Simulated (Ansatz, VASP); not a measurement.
Two plane-wave programs on Re

```
CELL_PARAMETERS angstrom
-1.55703 1.55703 1.55703
1.55703 -1.55703 1.55703
1.55703 1.55703 -1.55703
ATOMIC_POSITIONS crystal
Re 0.00000 0.00000 0.00000
```

Alike in both runs: functional PBE; k mesh 15 × 15 × 15; occupations fermi-dirac, width 0.05 eV; no spin polarisation.

Ansatz relaxed the structure, and its values are those at the end. VASP's run is a single point on that final structure, the one shown.

|  | VASP | Ansatz |
| --- | --- | --- |
| version | VASP 6.6.1 | Ansatz 0.2.0 |
| potentials or method | VASP PAW PBE potentials, release 64 (Re) | PAW with Ansatz's default frozen-core files, scalar-relativistic |
| plane-wave cutoff (eV) | 520 | 420 |
| valence electrons in the cell | 7 | 15 |

VASP gave:

| Item | Value |
| --- | --- |
| pressure (GPa) | -0.5 |

**Question.** Which values does Ansatz return?

**Answer.** Pressure (GPa): 0.0.

The functional is the same, so the differences come from potentials, cutoffs and numerics. The two sets of potentials don't hold the same shells in valence.

The runs have no spin-orbit coupling, so splittings on Re are missing.
